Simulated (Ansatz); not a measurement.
The system is TaSi2.

```
Ta Si
1.0
     4.78000    0.00000    0.00000
    -2.39000    4.13960    0.00000
     0.00000    0.00000    6.56400
Ta Si
3 6
Direct
  0.00000 0.50000 0.16667
  0.50000 0.50000 0.83333
  0.50000 0.00000 0.50000
  0.33330 0.16665 0.16667
  0.16665 0.83335 0.83333
  0.83335 0.66670 0.50000
  0.66670 0.83335 0.16667
  0.83335 0.16665 0.83333
  0.16665 0.33330 0.50000
```

```yaml
Program: Ansatz 0.2.0
Task: relaxation of cell and atoms
Functional: PBE
Dispersion: D3(BJ)
Potentials_or_basis: Ansatz PAW
Cutoff: "420 eV (not typed: the program's choice for these potentials)"
k_mesh: 7 × 7 × 4
Occupations: fermi-dirac, width 0.05 eV
Spin: no spin polarisation
```

At the start: volume 14.43 Å³/atom.

Where does the relaxation end?

It ends after 6 steps and the volume is 14.18 Å³/atom (-1.8 %); space group P6_222 (No. 180, to 0.05 Å).

The path:
```
step  energy change (eV)  largest force (eV/Å)  volume (Å³)
   1              0.0000                0.7829       129.88
   2             -0.1490                0.2238       126.39
   3             -0.1728                0.0012       128.03
   4             -0.1749                0.0058       127.58
   5             -0.1749                0.0001       127.58
   6             -0.1743                0.0001       127.58
```

Final structure:
```
Ta Si
1.0
     4.74271    0.00000    0.00000
    -2.37135    4.10730    0.00000
     0.00000    0.00000    6.54953
Ta Si
3 6
Direct
  0.00000 0.50000 0.16667
  0.50000 0.50000 0.83333
  0.50000 0.00000 0.50000
  0.31877 0.15938 0.16667
  0.15938 0.84062 0.83333
  0.84062 0.68123 0.50000
  0.68123 0.84062 0.16667
  0.84062 0.15938 0.83333
  0.15938 0.31877 0.50000
```

Caveat: the plane-wave basis is chosen anew once the cell has moved, so the energies of steps on either side of that aren't comparable; pairwise dispersion overbinds metals, which lowers pressure and volume.
